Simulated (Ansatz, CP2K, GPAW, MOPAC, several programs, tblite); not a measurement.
# What each method gives for CdO (rocksalt)

Rocksalt CdO, relaxed with r2SCAN in Ansatz, was computed with several methods. Space group Fm-3m (No. 225), cubic; conventional cell a = 4.706 Å, 13.03 Å³ an atom. Cd is surrounded by 6 O at 2.35 Å; O is surrounded by 6 Cd at 2.35 Å. No spin polarisation and no zero-point or thermal motion.

```cif
data_structure
_symmetry_space_group_name_H-M 'Fm-3m'
_symmetry_Int_Tables_number 225
_cell_length_a 4.7060
_cell_length_b 4.7060
_cell_length_c 4.7060
_cell_angle_alpha 90.000
_cell_angle_beta 90.000
_cell_angle_gamma 90.000
_cell_volume 104.22
loop_
_atom_site_label
_atom_site_type_symbol
_atom_site_symmetry_multiplicity
_atom_site_Wyckoff_symbol
_atom_site_fract_x
_atom_site_fract_y
_atom_site_fract_z
_atom_site_occupancy
Cd1 Cd 4 a 0.00000 0.00000 0.00000 1
O1 O 4 b 0.50000 0.00000 0.00000 1
```

Gaps and times are for a single point on this cell; volume and bulk modulus come from each method's own relaxation or energy curve at fixed shape. Times are rough, from shared hosts (Arm Neoverse V1), and each method has its own mesh and cell size. PM6 (MOPAC): levels, charges or heat of formation failed a check of plausibility, so no values are given. A star marks a curve whose lowest point is an end point. PM6 (MOPAC), PM7 (MOPAC), GFN1-xTB (tblite), GFN2-xTB (tblite) treat a cluster of cells at its zone centre, which samples few k points: where these miss a band edge, the gap comes out too large for that reason alone. Gaps from k meshes are read at a limited set of points (mesh, symmetry points, PBE's band edges), so each method's own least gap may be somewhat smaller. xTB and the PM methods were fitted mostly to molecules, and can miss a solid's gap by electronvolts. Minimal bases can be far off for gaps. d marks a direct gap, i an indirect one (no mark: not told apart), a dash a value that wasn't computed or didn't pass its checks.

```
                              method              kind      gap (eV)  own volume (Å³/atom)  bulk modulus (GPa)  atoms computed  processor time
light PBE (260 eV and a coarse mesh)  light plane-wave  overlap 0.53                     –                   –               2          0.64 s
                                 PBE         semilocal  overlap 0.42                 13.55                 126               2           1.7 s
                   GFN1-xTB (tblite)     tight binding             0                     –                   –              64           2.7 s
                         PM6 (MOPAC)    semi-empirical             –                     –                   –              64           3.4 s
                         PM7 (MOPAC)    semi-empirical          2.57                     –                   –              64           3.5 s
                              r2SCAN         semilocal        0.10 i                 13.03                 148               2             4 s
                   GFN2-xTB (tblite)     tight binding             0                 12.44                  61              64           6.5 s
              PBE/single zeta (GPAW)       small basis  overlap 0.68                     –                   –               2           7.4 s
                      PBE/SZV (CP2K)       small basis  overlap 0.62                14.46*                114*               2           7.9 s
                     PBE/DZVP (CP2K)       small basis  overlap 0.46                 13.78                 121               2            26 s
```

Volumes against r2SCAN's: PBE +4.0 %, GFN2-xTB (tblite) -4.5 %, PBE/DZVP (CP2K) +5.8 %.

With PBE the bands overlap or touch, or nearly. Semilocal functionals can close a real gap, so this doesn't show a metal; small gaps of other methods may in turn close between the points read or with spin-orbit coupling, and the solid may be a semimetal.

Spin-orbit coupling is left out.
